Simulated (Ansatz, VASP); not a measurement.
Given: the input of a run of VASP 6.6.1 on AlNi3.

INCAR

```
SYSTEM = AlNi3
PREC = Accurate
ENCUT = 520
EDIFF = 1E-7
ISMEAR = -1
SIGMA = 0.05
LREAL = .FALSE.
LASPH = .TRUE.
NELM = 150
ALGO = Normal
ISIF = 2
LWAVE = .FALSE.
LCHARG = .FALSE.
ISPIN = 2
MAGMOM = 1 1 1 0
LORBIT = 11
LMAXMIX = 4
NBANDS = 28
```

KPOINTS

```
Automatic mesh
0
G
  8 8 8
  0 0 0
```

Contents of POSCAR:

```
AlNi3
1.0
    0.0000000000      2.8568417017      2.8568417017
    2.8568417017      0.0000000000      2.8568417017
    2.8568417017      2.8568417017      0.0000000000
Ni Al
3 1
Direct
    0.7500000000      0.7500000000      0.7500000000
    0.0000000000      0.0000000000      0.0000000000
    0.2500000000      0.2500000000      0.2500000000
    0.5000000000      0.5000000000      0.5000000000
```

Potentials or basis: VASP PAW LDA potentials, release 64 (Ni, Al).

The run is started by

```sh
$ cat potpaw_LDA.64/Ni/POTCAR potpaw_LDA.64/Al/POTCAR > POTCAR
$ mpirun -np 1 vasp_std > vasp.out
```

Question: Set up the same calculation for Ansatz 0.2.0. Potentials there: all-electron LAPW, scalar-relativistic.

Answer: As run (the cutoff follows the program's own potentials):

Contents of input.yaml:

```yaml
crystal:
  lattice:
    - [0.0, 2.8568417017, 2.8568417017]
    - [2.8568417017, 0.0, 2.8568417017]
    - [2.8568417017, 2.8568417017, 0.0]
  atoms:
    - { symbol: Ni, position: [0.75, 0.75, 0.75], spin: 1.0 }
    - { symbol: Ni, position: [0.0, 0.0, 0.0], spin: 1.0 }
    - { symbol: Ni, position: [0.25, 0.25, 0.25], spin: 1.0 }
    - { symbol: Al, position: [0.5, 0.5, 0.5] }
kpoints:
  mp_grid: { grid: [8, 8, 8] }
scf:
  occupations: { method: fermi_dirac, width: 0.05 }
hamiltonian:
  xc: lda
  pseudopotentials: { kind: all_electron, lapw: { basis_error: 0.002 } }
magnetization:
  spin_polarized: true
output:
  forces: true
  stress: true
  eigenvalues: true
```

Potentials or basis: all-electron LAPW, scalar-relativistic.

The run is started by

```bash
$ ansatz run input.yaml --threads 4 --pin off --max-ram 12288MiB --backend cpu --events-out ev --progress --plain --runs-dir out
```

Both were run:

|  | VASP | Ansatz | Ansatz less VASP |
| --- | --- | --- | --- |
| gap on the k mesh at the Fermi level (eV) | none | none | - |
| pressure (GPa) | -16.4 | -16.8 | -0.33 |
| net moment per atom (μB) | 0.00 | 0.00 | 0.000 |

A gap of «none» marks a metal or a gap that the smearing closes. Ansatz ran all-electron here, so the differences hold the error of VASP's frozen core and of both bases.

Caveats: so large a pressure means that the cell lies far from this level's equilibrium, or that cutoff or potentials fall short (VASP); the starting moments weren't kept (Ansatz).
